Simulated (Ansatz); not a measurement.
BN, 4 atoms in the cell. Symmetry: P6_3/mmc, No. 194, hexagonal system. Conventional cell: a = 2.498 Å, b = 2.498 Å, c = 6.636 Å, α = 90.00°, β = 90.00°, γ = 120.00°. Around N (site symmetry -6m2) lie 3 B at 1.44 Å. B (site symmetry -6m2) is surrounded by 3 N at 1.44 Å. 

```yaml
Program: Ansatz 0.2.0
Task: band structure
Functional: r2SCAN50
Potentials_or_basis: Ansatz PAW
Cutoff: "500 eV (not typed: the program's choice for these potentials)"
k_mesh: 6 × 6 × 2
Occupations: fermi-dirac, width 0.05 eV
Spin: no spin polarisation
Path: "[[\"G\", \"M\", \"K\", \"G\", \"A\", \"L\", \"H\", \"A\"], [\"L\", \"M\"], [\"K\", \"H\"]]"
Points_for_each_segment_of_the_path: 4
```

Potentials or basis: Ansatz PAW.

Run with:

```sh
$ ansatz run input.yaml --threads 2 --pin off --max-ram 5632MiB --backend cpu --events-out ev --progress --plain --runs-dir out
```

Hardware: 2 threads of Intel(R) Xeon(R) Processor @ 2.50GHz (Skylake/Cascade Lake) (shared host).

Problem. Estimate the wall time of this run.

Solution. Run time: 3.5 min on 2 threads of Intel(R) Xeon(R) Processor @ 2.50GHz (Skylake/Cascade Lake), with other jobs on the host, peak memory 0.73 GiB. Counts: scf iterations 15, plane waves 883, k points 14, bands 18.
